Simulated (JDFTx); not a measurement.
Al under changes of volume

One of the cells (16.603 Å³/atom); the others are scaled copies at fixed shape and fractional positions:

```
Al
1.0
     0.00000    2.02481    2.02481
     2.02481    0.00000    2.02481
     2.02481    2.02481    0.00000
Al
1
Direct
  0.00000 0.00000 0.00000
```

* Program: JDFTx 1.7.0 (patched build)
* Functional: PBEsol
* Potentials or basis: PseudoDojo-SR-PBEsol-0.4.1-standard
* Cutoff: 544 eV
* Density cutoff: 2177 eV
* k mesh: 11 × 11 × 11
* Occupations: fermi-dirac, width 0.05 eV
* Spin: no spin polarisation

```csv
volume (Å³/atom),energy over the lowest point (meV/atom),pressure (GPa)
15.607,5.52,3.3
15.939,0.82,1.3
16.271,0.00,-0.5
16.603,?,?
16.935,8.41,-3.5
17.267,16.96,-4.7
17.599,27.98,-5.9
```

Q: What does the run at 16.603 Å³/atom give?

A: Energy over the lowest point 2.65 meV/atom; pressure -2.1 GPa.

Worked out: A Birch-Murnaghan fit of order 3 (a polynomial in V^(-2/3)) to the other rows has its minimum at 16.18 Å³/atom with B0 = V·E''(V) = 84 GPa and B' = 4.4. It gives 2.65 meV/atom at 16.603 Å³/atom, against the run's 2.65, and -dE/dV = -2.1 GPa, against -2.1.

Energies are extrapolated to zero smearing.
